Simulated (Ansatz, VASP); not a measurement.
## PbS in VASP and in Ansatz

File INCAR:

```
PREC = Accurate
ENCUT = 520
EDIFF = 1E-6
ISMEAR = 0
SIGMA = 0.01
LREAL = False
LASPH = True
NELM = 100
ALGO = Normal
ISIF = 2
LWAVE = False
LCHARG = False
GGA = PE
NBANDS = 17
```

Contents of KPOINTS:

```
regular mesh
0
Gamma
  4 4 4
```

POSCAR

```
PbS
1.0
    0.0000000000      3.3009775035      3.3009775035
    3.3009775035      0.0000000000      3.3009775035
    3.3009775035      3.3009775035      0.0000000000
Pb S
1 1
Direct
    0.0000000000      0.0000000000      0.0000000000
    0.2500000000      0.2500000000      0.2500000000
```

Input for Ansatz:

```yaml
crystal:
  lattice:
    - [0.0, 3.3009775035, 3.3009775035]
    - [3.3009775035, 0.0, 3.3009775035]
    - [3.3009775035, 3.3009775035, 0.0]
  atoms:
    - { symbol: Pb, position: [0.0, 0.0, 0.0] }
    - { symbol: S, position: [0.25, 0.25, 0.25] }
kpoints:
  mp_grid: { grid: [4, 4, 4] }
hamiltonian:
  xc: pbe
scf:
  occupations: { method: fixed }
  n_extra_bands: 4
output:
  forces: true
  stress: true
  eigenvalues: true
basis:
  ecutwfc: 500
```

Alike in both runs: task single point; functional PBE; k mesh 4 × 4 × 4; no spin polarisation.

|  | VASP | Ansatz |
| --- | --- | --- |
| version | VASP 6.6.1 | Ansatz 0.2.0 |
| potentials or method | VASP PAW PBE potentials, release 64 (Pb_d, S) | plane waves |
| plane-wave cutoff (eV) | 520 | 500 |
| occupations | gaussian, width 0.01 eV | fixed |
| valence electrons in the cell | 20 | 20 |

|  | VASP | Ansatz | Ansatz less VASP |
| --- | --- | --- | --- |
| gap on the k mesh at the Fermi level (eV) | 0.80 | 0.80 | -0.003 |
| pressure (GPa) | 0.7 | 0.7 | +0.05 |

Caveats: spin-orbit coupling is left out, which as a rule narrows the gap of such compounds by several tenths of an eV. A k mesh can miss the band edges.
